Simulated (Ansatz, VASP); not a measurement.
## One calculation of NaF, two programs

```
CELL_PARAMETERS angstrom
0.00000 2.32330 2.32330
2.32330 0.00000 2.32330
2.32330 2.32330 0.00000
ATOMIC_POSITIONS crystal
Na 0.00000 0.00000 0.00000
F 0.50000 0.50000 0.50000
```

Alike in both runs: task single point; functional PBE; k mesh 8 × 8 × 8; occupations fermi-dirac, width 0.03 eV; no spin polarisation.

|  | VASP | Ansatz |
| --- | --- | --- |
| version | VASP 6.6.1 | Ansatz 0.2.0 |
| potentials or method | VASP PAW PBE potentials, release 64 (Na_pv, F), cutoff 520 eV | all-electron LAPW, scalar-relativistic |

Ansatz gave:

* gap on the k mesh at the Fermi level (eV): 6.27
* pressure (GPa): 1.7

Task: Which values does VASP return?

Result: gap on the k mesh at the Fermi level (eV): 6.26; pressure (GPa): 1.6.

Ansatz ran all-electron here, so the differences hold the error of VASP's frozen core and of both bases.

As with any semilocal functional, this PBE gap is likely too small.
